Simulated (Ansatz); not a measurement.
Relaxed GeO2 (rutile):

```
CELL_PARAMETERS angstrom
      4.48750     0.00000     0.00000
      0.00000     4.48750     0.00000
      0.00000     0.00000     2.90497
ATOMIC_POSITIONS crystal
  Ge 0.00000 0.00000 0.00000
  Ge 0.50000 0.50000 0.50000
  O  0.30714 0.30714 0.00000
  O  0.80714 0.19286 0.50000
  O  0.19286 0.80714 0.50000
  O  0.69286 0.69286 0.00000
```

Scan: atom 2 (Ge, nearest neighbour O at 1.899 Å; its periodic images, 2.9 Å or more away, move with it) is displaced along Cartesian x, direction (1.000, 0.000, 0.000) in Cartesian axes, by s. The other atoms stay.

Method: PBE (plane waves to 420 eV, PAW, scalar-relativistic; Ansatz, an electronic-structure program). k mesh 6×6×9 (Γ-centred), Fermi-Dirac smearing 0.05 eV. E stands for the smeared free energy. GeO2 was relaxed with its symmetry unable to fall. ΔE is measured from the undisplaced structure.

**Question.** What ΔE (meV/cell) does the calculation give at s (Å) = -0.456, -0.228, 0.114, 0.228, 0.456?

**Answer.** 
| s (Å) | ΔE (meV/cell) |
|---|---|
| -0.456 | 2208 |
| -0.228 | 577 |
| 0.114 | 146 |
| 0.228 | 577 |
| 0.456 | 2208 |

(A displaced cell: forces are minus the slopes of the energy, force constants its curvatures, and phonons follow from these.)
